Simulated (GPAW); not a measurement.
# As (R-3m) in GPAW: settings compared, part 2 of 2

GPAW 26.7.0. The steps go on from the part before.

## (3) Relaxation of cell and atoms, LDA

Contents of run.py:

```python
import spglib
from ase import Atoms
from ase.filters import FrechetCellFilter
from ase.io import read, write
from ase.optimize import LBFGS
from gpaw import GPAW, PW

atoms = read('As.cif')
cell, positions, numbers = spglib.find_primitive(
    (atoms.cell[:], atoms.get_scaled_positions(), atoms.numbers), symprec=1e-4)
atoms = Atoms(numbers, cell=cell, scaled_positions=positions, pbc=True)

calc = GPAW(mode=PW(600),
            xc='LDA',
            kpts={'size': (6, 6, 6), 'gamma': True},
            occupations={'name': 'fermi-dirac', 'width': 0.05},
            nbands=13,
            convergence={'density': 1e-06, 'energy': 1e-06, 'eigenstates': 1e-10},
            maxiter=150,
            txt='gpaw.txt')
atoms.calc = calc
opt = LBFGS(FrechetCellFilter(atoms), trajectory='relax.traj', logfile='-')
done = opt.run(fmax=0.02, steps=100)
calc.write('gs.gpw')
write('result.traj', atoms)
print('Converged:', done)
print('Cell:', atoms.cell.cellpar().round(4))
print('Volume:', round(atoms.get_volume(), 4))
print(atoms.get_scaled_positions().round(5))
```

Contents of As.cif:

```cif
data_As
_cell_length_a 3.76159380
_cell_length_b 3.76159380
_cell_length_c 10.54218598
_cell_angle_alpha 90.00000000
_cell_angle_beta 90.00000000
_cell_angle_gamma 120.00000000
_space_group_name_H-M_alt 'R-3m'
_space_group_name_Hall '-R 3 2"'
_space_group_IT_number 166
loop_
_space_group_symop_operation_xyz
'x,y,z'
'-x,-y,-z'
'-y,x-y,z'
'y,-x+y,-z'
'-x+y,-x,z'
'x-y,x,-z'
'y,x,-z'
'-y,-x,z'
'x-y,-y,-z'
'-x+y,y,z'
'-x,-x+y,-z'
'x,x-y,z'
'x+2/3,y+1/3,z+1/3'
'-x+2/3,-y+1/3,-z+1/3'
'-y+2/3,x-y+1/3,z+1/3'
'y+2/3,-x+y+1/3,-z+1/3'
'-x+y+2/3,-x+1/3,z+1/3'
'x-y+2/3,x+1/3,-z+1/3'
'y+2/3,x+1/3,-z+1/3'
'-y+2/3,-x+1/3,z+1/3'
'x-y+2/3,-y+1/3,-z+1/3'
'-x+y+2/3,y+1/3,z+1/3'
'-x+2/3,-x+y+1/3,-z+1/3'
'x+2/3,x-y+1/3,z+1/3'
'x+1/3,y+2/3,z+2/3'
'-x+1/3,-y+2/3,-z+2/3'
'-y+1/3,x-y+2/3,z+2/3'
'y+1/3,-x+y+2/3,-z+2/3'
'-x+y+1/3,-x+2/3,z+2/3'
'x-y+1/3,x+2/3,-z+2/3'
'y+1/3,x+2/3,-z+2/3'
'-y+1/3,-x+2/3,z+2/3'
'x-y+1/3,-y+2/3,-z+2/3'
'-x+y+1/3,y+2/3,z+2/3'
'-x+1/3,-x+y+2/3,-z+2/3'
'x+1/3,x-y+2/3,z+2/3'
loop_
_atom_site_label
_atom_site_type_symbol
_atom_site_symmetry_multiplicity
_atom_site_Wyckoff_symbol
_atom_site_fract_x
_atom_site_fract_y
_atom_site_fract_z
_atom_site_occupancy
As1 As 6 c 0.0000000000 0.0000000000 0.2260000000 1
```

Potentials or basis: the program's PAW data sets (release 1.2.1) made for this functional, pw.

Command:

```
$ OMP_NUM_THREADS=1 python run.py
```

gpaw.txt:

```text
__  _  _
 | _ |_)|_||  |
 |__||  | ||/\| - 26.7.0

Input parameters:
  mode=PW(ecut=600.0),
  convergence={'density': 1e-06, 'energy': 1e-06, 'eigenstates': 1e-10},
  kpts=MonkhorstPack(size=(6, 6, 6), gamma=True),
  maxiter=150,
  nbands=13,
  occupations=Occupations(name='fermi-dirac', width=0.05),
  xc=XC(name='LDA')

Diagonalizing LCAO Hamiltonian
Converting LCAO to pw mode

       As

       As

Atoms  # Å, Bohr magnetons
|   | symbol |         x |         y |        z |    initial magnetic moments |
|---|--------|-----------|-----------|----------|-----------------------------|
| 0 |     As | -0.000000 |  0.000000 | 2.382534 | ( 0.0000,  0.0000,  0.0000) |
| 1 |     As | -0.000000 | -0.000000 | 8.159652 | ( 0.0000,  0.0000,  0.0000) |

Unit cell  # Å
| periodic |         x |         y |        z |  lengths |    angles |
|----------|-----------|-----------|----------|----------|-----------|
|      yes |  1.880797 |  1.085879 | 3.514062 | 4.131000 | 54.167000 |
|      yes | -1.880797 |  1.085879 | 3.514062 | 4.131000 | 54.167000 |
|      yes |  0.000000 | -2.171757 | 3.514062 | 4.131000 | 54.167000 |

Number of symmetries: 12
Symmetry operations  # r_c * U_cc + t_c -> r_c
|    | kind |            matrix            |
|----|------|------------------------------|
|  0 |  E   |  1, 0, 0,  0, 1, 0,  0, 0, 1 |
|  1 |  σ   |  1, 0, 0,  0, 0, 1,  0, 1, 0 |
|  2 |  σ   |  0, 1, 0,  1, 0, 0,  0, 0, 1 |
|  3 |  C3  |  0, 1, 0,  0, 0, 1,  1, 0, 0 |
|  4 |  C3  |  0, 0, 1,  1, 0, 0,  0, 1, 0 |
|  5 |  σ   |  0, 0, 1,  0, 1, 0,  1, 0, 0 |
|  6 |  C2  |  0, 0,-1,  0,-1, 0, -1, 0, 0 |
|  7 |  S6  |  0, 0,-1, -1, 0, 0,  0,-1, 0 |
[... 178 lines left out ...]
       As

       As

Atoms  # Å, Bohr magnetons
|   | symbol |         x |         y |        z |    initial magnetic moments |
|---|--------|-----------|-----------|----------|-----------------------------|
| 0 |     As | -0.000000 |  0.000000 | 2.380824 | ( 0.0000,  0.0000,  0.0000) |
| 1 |     As | -0.000000 | -0.000000 | 8.140411 | ( 0.0000,  0.0000,  0.0000) |

Unit cell  # Å
| periodic |         x |         y |        z |  lengths |    angles |
|----------|-----------|-----------|----------|----------|-----------|
|      yes |  1.879243 |  1.084981 | 3.507078 | 4.124116 | 54.216314 |
|      yes | -1.879243 |  1.084981 | 3.507078 | 4.124116 | 54.216314 |
|      yes |  0.000000 | -2.169963 | 3.507078 | 4.124116 | 54.216314 |

Number of symmetries: 12
Symmetry operations  # r_c * U_cc + t_c -> r_c
|    | kind |            matrix            |
|----|------|------------------------------|
|  0 |  E   |  1, 0, 0,  0, 1, 0,  0, 0, 1 |
|  1 |  σ   |  1, 0, 0,  0, 0, 1,  0, 1, 0 |
|  2 |  σ   |  0, 1, 0,  1, 0, 0,  0, 0, 1 |
|  3 |  C3  |  0, 1, 0,  0, 0, 1,  1, 0, 0 |
|  4 |  C3  |  0, 0, 1,  1, 0, 0,  0, 1, 0 |
|  5 |  σ   |  0, 0, 1,  0, 1, 0,  1, 0, 0 |
|  6 |  C2  |  0, 0,-1,  0,-1, 0, -1, 0, 0 |
|  7 |  S6  |  0, 0,-1, -1, 0, 0,  0,-1, 0 |
[... 162 lines left out ...]
Stress tensor  # eV/Ang^3
|         x |         y |         z |
|-----------|-----------|-----------|
|  0.004402 |  0.000000 | -0.000000 |
| -0.000000 |  0.004402 | -0.000000 |
| -0.000000 | -0.000000 |  0.012692 |

Forces  # eV/Ang
|       x |       y |        z |
|---------|---------|----------|
| 0.00000 | 0.00000 |  0.18386 |  # As   0
| 0.00000 | 0.00000 | -0.18386 |  # As   1

Interpolating wave functions to new cell

       As

       As

Atoms  # Å, Bohr magnetons
|   | symbol |         x |        y |        z |    initial magnetic moments |
|---|--------|-----------|----------|----------|-----------------------------|
| 0 |     As | -0.000000 | 0.000000 | 2.359255 | ( 0.0000,  0.0000,  0.0000) |
| 1 |     As | -0.000000 | 0.000000 | 7.944339 | ( 0.0000,  0.0000,  0.0000) |
[... 183 lines left out ...]
Stress tensor  # eV/Ang^3
|         x |         y |        z |
|-----------|-----------|----------|
| -0.004940 |  0.000000 | 0.000000 |
|  0.000000 | -0.004940 | 0.000000 |
|  0.000000 |  0.000000 | 0.007916 |

Forces  # eV/Ang
|       x |       y |        z |
|---------|---------|----------|
| 0.00000 | 0.00000 | -0.02940 |  # As   0
| 0.00000 | 0.00000 |  0.02940 |  # As   1

Interpolating wave functions to new cell

       As

       As

Atoms  # Å, Bohr magnetons
|   | symbol |         x |        y |        z |    initial magnetic moments |
|---|--------|-----------|----------|----------|-----------------------------|
| 0 |     As | -0.000000 | 0.000000 | 2.353280 | ( 0.0000,  0.0000,  0.0000) |
| 1 |     As | -0.000000 | 0.000000 | 7.911097 | ( 0.0000,  0.0000,  0.0000) |
[... 807 lines left out ...]
Forces  # eV/Ang
|       x |        y |        z |
|---------|----------|----------|
| 0.00000 |  0.00000 | -0.00162 |  # As   0
| 0.00000 | -0.00000 |  0.00162 |  # As   1

# Writing to gs.gpw (mode='')
```

Run time: 79 s. Hardware: 1 thread of Arm Neoverse V1, shared host; peak memory 0.22 GiB.

Results:

```yaml
Free_energy: -10.8224 eV
Relaxed_volume: 20.56 Å³/atom
Relaxed_cell: a = 3.991 Å, b = 3.991 Å, c = 3.991 Å, α = 56.32°, β = 56.32°, γ = 56.32°
Space_group_after_relaxing_to_0.05_Å: R-3m (No. 166)
Energy_gained_by_relaxing: 10.6 meV/atom
Ionic_steps: 7
Pressure_after_relaxing: 0.0 GPa
Band_gap_on_the_k_mesh: none (metal or under the smearing width)
```

The path:
| step | energy change (eV) | largest force (eV/Å) | pressure (GPa) | volume (Å³) |
| --- | --- | --- | --- | --- |
| 1 | 0.0000 | 0.2122 | -1.26 | 43.06 |
| 2 | -0.0026 | 0.1839 | -1.15 | 42.90 |
| 3 | -0.0152 | 0.0294 | 0.10 | 41.41 |
| 4 | -0.0160 | 0.0406 | 0.23 | 41.24 |
| 5 | -0.0184 | 0.0605 | 0.49 | 40.90 |
| 6 | -0.0202 | 0.0511 | 0.41 | 40.89 |
| 7 | -0.0212 | 0.0016 | 0.01 | 41.11 |

Final structure:
```yaml
crystal:
  lattice:
    - [1.88334, 1.08735, 3.34603]
    - [-1.88334, 1.08735, 3.34603]
    - [0.00000, -2.17469, 3.34603]
  atoms:
    - { symbol: As, position: [0.22948, 0.22948, 0.22948] }
    - { symbol: As, position: [0.77052, 0.77052, 0.77052] }
```

Caveat: later steps reuse the first step's grids. LDA usually gives volumes a few per cent too small.
